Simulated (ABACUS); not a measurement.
Ti:

```xyz
1
Lattice="-1.6410 1.6410 1.6410 1.6410 -1.6410 1.6410 1.6410 1.6410 -1.6410" Properties=species:S:1:pos:R:3 pbc="T T T"
Ti    0.0000    0.0000    0.0000
```

This isn't the form of Ti at room conditions, which is hcp.

- Program: ABACUS 3.10.1
- Task: relaxation of cell and atoms
- Functional: BP86
- Potentials or basis: PseudoDojo NC SR 0.4.1 PBE standard
- Cutoff: 1143 eV
- Density cutoff: 4572 eV
- Basis: plane waves
- k mesh: 9 × 9 × 9
- Occupations: fermi-dirac, width 0.05 eV
- Spin: no spin polarisation

At the start: pressure -3.1 GPa; volume 17.68 Å³/atom.

Q: Where does the relaxation end?

A: Over 3 steps the energy falls by 5.0 meV/atom and the volume is 17.16 Å³/atom (-2.9 %); space group Im-3m (No. 229, to 0.05 Å).

Step by step:
```csv
step,energy change (eV),largest force (eV/Å),pressure (GPa),volume (Å³)
1,0.0000,0.0000,-3.13,17.68
2,-0.0022,0.0000,2.49,16.78
3,-0.0050,0.0000,-0.09,17.16
```

Final structure:
```xyz
1
Lattice="-1.6248 1.6248 1.6248 1.6248 -1.6248 1.6248 1.6248 1.6248 -1.6248" Properties=species:S:1:pos:R:3 pbc="T T T"
Ti    0.0000    0.0000    0.0000
```

Caveat: the potentials were made for another functional, which shifts forces and pressure.
